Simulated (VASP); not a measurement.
A VASP 6.6.1 single-point calculation on MgS

INCAR

```
LWAVE = .FALSE.
PREC = Accurate
LCHARG = .FALSE.
ENCUT = 520
GGA = PE
IBRION = -1
ISMEAR = -1
LREAL = .FALSE.
SIGMA = 0.02
NELM = 120
EDIFF = 1E-7
NBANDS = 28
NSW = 0
ISIF = 2
LASPH = .TRUE.
```

KPOINTS

```
KPOINTS created by Atomic Simulation Environment
0
Gamma
8 8 8
0 0 0
```

POSCAR

```
Mg S
 1.0000000000000000
     0.0000000000000000    2.8308768411999998    2.7176417676000000
     2.8308768411999998    0.0000000000000000    2.7176417676000000
     2.8308768411999998    2.8308768411999998    0.0000000000000000
 Mg  S
   1   1
Cartesian
  0.0000000000000000  0.0000000000000000  0.0000000000000000
  1.4154384205999999  1.4154384205999999  1.3588208838000000
```

The recommended PBE PAW datasets give the neutral cell 8 valence electrons.

Command

```
mpirun -np 1 vasp_std
```

Predict the outcome of this run.

It converged. Results: gap between bands v and c on the k mesh 3.59 eV; least direct gap on the k mesh 3.59 eV; pressure 3.5 GPa. Band v is the last that the valence electrons fill when counted band by band, and c is the next.

OSZICAR

```
N       E                     dE             d eps       ncg     rms          rms(c)
DAV:   1     0.237249334782E+02    0.23725E+02   -0.28615E+03  3384   0.224E+02
DAV:   2    -0.772966069049E+01   -0.31455E+02   -0.29824E+02  4148   0.606E+01
DAV:   3    -0.894903985238E+01   -0.12194E+01   -0.12114E+01  4116   0.108E+01
DAV:   4    -0.895501877808E+01   -0.59789E-02   -0.59782E-02  3948   0.779E-01
DAV:   5    -0.895506301751E+01   -0.44239E-04   -0.44239E-04  4032   0.700E-02    0.414E+00
DAV:   6    -0.847133368526E+01    0.48373E+00   -0.68713E-01  3756   0.161E+00    0.316E+00
DAV:   7    -0.843649350260E+01    0.34840E-01   -0.20299E-01  4164   0.982E-01    0.248E+00
DAV:   8    -0.844427610806E+01   -0.77826E-02   -0.31083E-02  3688   0.417E-01    0.193E+00
DAV:   9    -0.844287277091E+01    0.14033E-02   -0.49827E-03  3660   0.153E-01    0.485E-01
DAV:  10    -0.844296802495E+01   -0.95254E-04   -0.30590E-04  3852   0.466E-02    0.267E-02
DAV:  11    -0.844299452523E+01   -0.26500E-04   -0.21775E-05  3876   0.129E-02    0.518E-02
DAV:  12    -0.844299453415E+01   -0.89231E-08   -0.16818E-06  3996   0.317E-03    0.159E-02
DAV:  13    -0.844299434698E+01    0.18718E-06   -0.40204E-07  3896   0.142E-03    0.187E-03
DAV:  14    -0.844299438711E+01   -0.40132E-07   -0.10506E-08  3096   0.290E-04
   1 F= -.84429944E+01 E0= -.84429944E+01  d E =-.182107E-11
```

For comparison, a separate PBE run of the intended cell, on usual settings and not on those above, gives a gap of 3.59 eV on its mesh and a pressure of 3.5 GPa.
